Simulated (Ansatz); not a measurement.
The cell is COD entry 9008473, as deposited and not checked against the literature; nothing was relaxed. The listed cell was then made from it by scaling, straining or moving an atom.

Li: DFT, PBE, PAW with Ansatz's default frozen-core files, scalar-relativistic (Ansatz 0.2.0). What sets it apart from a plain run of this crystal: volume scaled by 1.06.

Command: `ansatz run input.yaml --threads 1 --pin off --max-ram 3072MiB --backend cpu --events-out ev --progress --plain --runs-dir out` The run took 1.2 s on 1 thread of Arm Neoverse V2, with other jobs on the host, peak memory 0.27 GiB.

```yaml
crystal:
  lattice:
    - [0.0, 2.245187435, 2.245187435]
    - [2.245187435, 0.0, 2.245187435]
    - [2.245187435, 2.245187435, 0.0]
  atoms:
    - { symbol: Li, position: [0.0, 0.0, 0.0] }
kpoints:
  mp_grid: { grid: [13, 13, 13] }
scf:
  occupations: { method: fermi_dirac, width: 0.08 }
hamiltonian:
  xc: pbe
  pseudopotentials: { kind: paw }
output:
  forces: true
  stress: true
  eigenvalues: true
  efg: { contact_densities: true }
  write_density: true
  write_potential: true
  elf: true
  volumetric_format: npy
```

Output (standing set-up lines are left out):

```
Crystal: 1 atoms, lattice volume = 22.635 Å³
Basis set: ecut = 420 eV, 459 PW (Γ), exchange–correlation on 48×48×48 points (8 copies of the dense FFT grid, shifted against one another)
SCF iter   1: F=—  HF=-204.680965 eV  |F-HF|=—  |Δ(HF+E_count)|=         —  Δρ=2.60e-4  dr2=1.72e-5  ethr=1.77e-3  ⟨swp⟩=4.1  Hψ=3874  notcnv=0
preconditioner: auto → none  [metal: Δε(μ)=0.075 eV  Ē_g=9.797 eV  σ=0.080 eV  W_gap=0.23  n_scr=0 (ndim 8)  ℏωp=7.8 eV  f_vac=0.000  D(μ)=0.62/eV (n_scr^D=0)]
SCF iter   2: F=—  HF=-204.680967 eV  |F-HF|=—  |Δ(HF+E_count)|=   1.43e-6  Δρ=1.35e-4  dr2=4.64e-6  ethr=5.73e-7  ⟨swp⟩=1.6  Hψ=1223  notcnv=0
iter 3 did not close the SCF: its close was put off for the readings that it lacked (scf_convergence_deferred on its scf_iter line)
SCF iter   3: F=-204.680971 eV  HF=-204.680971 eV  |F-HF|=7.00e-9  |Δ(HF+E_count)|=   3.99e-6  Δρ=6.32e-6  dr2=6.35e-9  ethr=1.55e-7  ⟨swp⟩=1.6  Hψ=554  notcnv=0
iter 4 did not close the SCF: its close was put off for the readings that it lacked (scf_convergence_deferred on its scf_iter line)
SCF iter   4: F=-204.680971 eV  HF=-204.680971 eV  |F-HF|=1.54e-10  |Δ(HF+E_count)|=   4.08e-9  Δρ=8.69e-7  dr2=1.11e-10  ethr=2.12e-10  ⟨swp⟩=2.1  Hψ=640  notcnv=0
iter 5 did not close the SCF: its close was put off for the readings that it lacked (scf_convergence_deferred on its scf_iter line)
SCF iter   5: F=-204.680971 eV  HF=-204.680971 eV  |F-HF|=1.45e-12  |Δ(HF+E_count)|=  1.17e-10  Δρ=1.34e-7  dr2=3.59e-12  ethr=3.71e-12  ⟨swp⟩=2.6  Hψ=638  notcnv=0
SCF iter   6: F=-204.680971 eV  HF=-204.680971 eV  |F-HF|=2.84e-14  |Δ(HF+E_count)|=  1.71e-12  Δρ=2.16e-8  dr2=8.66e-14  ethr=1.00e-12  ⟨swp⟩=2.6  Hψ=1463  notcnv=0
SCF 1 converged in 6 iterations: F = -204.680971 eV  dr2 = 8.66e-14
  greatest PAW one-centre occupation: 1.000 electrons in one spin orbital (limit 2), on the Li atom at site 0 (counted from 0), in its partial waves of l = 0
SCF converged after 6 iterations
Free energy (F): -204.680971 eV
Harris-Foulkes:  -204.680971 eV  (|F-HF|=2.84e-14)
Internal energy: -204.668402 eV  (E = F + TS)
E sigma→0 (E₀):  -204.674687 eV
Entropy (-TS):   -0.012568 eV (-12.568 meV/atom)
Fermi energy:    0.702115 eV
--- Per-component energies (eV) ---
  E_band       = -92.657465
  E_kinetic    = 20.849433
  E_local      = -135.498192  (includes V_loc(G=0)·N_el)
  E_nonlocal   = -33.291278
  E_hartree    = 40.326509
  E_xc         = -9.895243
  E_vxc        = -12.731913  (∫ρ·V_xc dr)
  E_paw        = -20.997743  (= ΣΔE_a)
  E_vpaw       = -12.638550  (= ΣTr[D̂ρ^β])
  E_aug_tail   = 0.000014  (compensation charges beyond the density's cutoff)
  E_ewald      = -66.161903
  E_smearing   = -0.012568  (= −TS)
  E_closure    = -0.000000  (closes the sum)
  Σ components = -204.680971   (vs F -204.680971, Δ=0.00e0)
--- Forces (eV/Å), atoms counted from 1 ---
  atom   1  Li     0.00000000     0.00000000    -0.00000000
  max |Σ_I F_I| component: 1.95e-32 eV/Å
--- Stress (GPa, compression-positive) ---
       -1.277003      -0.000000       0.000000
        0.000000      -1.277003       0.000000
        0.000000       0.000000      -1.277003
  P = ⅓ Tr σ = -1.2770 GPa (-12.770 kbar)
--- PAW observables at the nuclei: V_zz in 10²¹ V/m², potentials from the cell's mean, atoms counted from 1 ---
  atom   1  Li V_zz =    +0.000000   η = 0.0000   by run symmetry: forbidden
            electrostatic potential = -160.832502 V   contact ρ = 94.691703 e/Å³
--- Band table (eV; the first three rows and the last of 84) ---
  k-point 0: bands = ["-46.0195", "-2.7387", "13.9534", "13.9534", "13.9534", "17.6761"]
  k-point 1: bands = ["-46.0188", "-2.6370", "12.9252", "13.7417", "13.7417", "16.9584"]
  k-point 2: bands = ["-46.0170", "-2.3319", "10.8119", "13.3096", "13.3096", "16.9893"]
  k-point 83: bands = ["-46.0043", "3.2639", "4.2947", "5.2713", "8.5624", "16.3262"]
```
